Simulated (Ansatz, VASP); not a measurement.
## Sr in VASP and in Ansatz

```
Sr
1.0
    -2.30375    2.54625    2.42500
     2.30375   -2.54625    2.42500
     2.30375    2.54625   -2.42500
Sr
1
Direct
  0.00000 0.00000 0.00000
```

Change from the starting cell: strain -0.0500 x Voigt [1, -1, 0, 0, 0, 0], atoms carried along.

Alike in both runs: task single point; functional PBE; k mesh 14 × 14 × 14; occupations gaussian, width 0.15 eV; no spin polarisation.

|  | VASP | Ansatz |
| --- | --- | --- |
| version | VASP 6.6.1 | Ansatz 0.2.0 |
| potentials or method | VASP PAW PBE potentials, release 64 (Sr_sv) | scalar-relativistic, plane waves, PAW |
| plane-wave cutoff (eV) | 520 | 420 |
| valence electrons in the cell | 10 | 10 |

```tsv
	VASP	Ansatz	Ansatz less VASP
gap on the k mesh at the Fermi level (eV)	none	none	-
pressure (GPa)	-0.5	-0.5	0.00
largest component of the traceless stress (GPa)	0.13	0.13	-0.004
```

A gap of «none» marks a metal or a gap that the smearing closes.
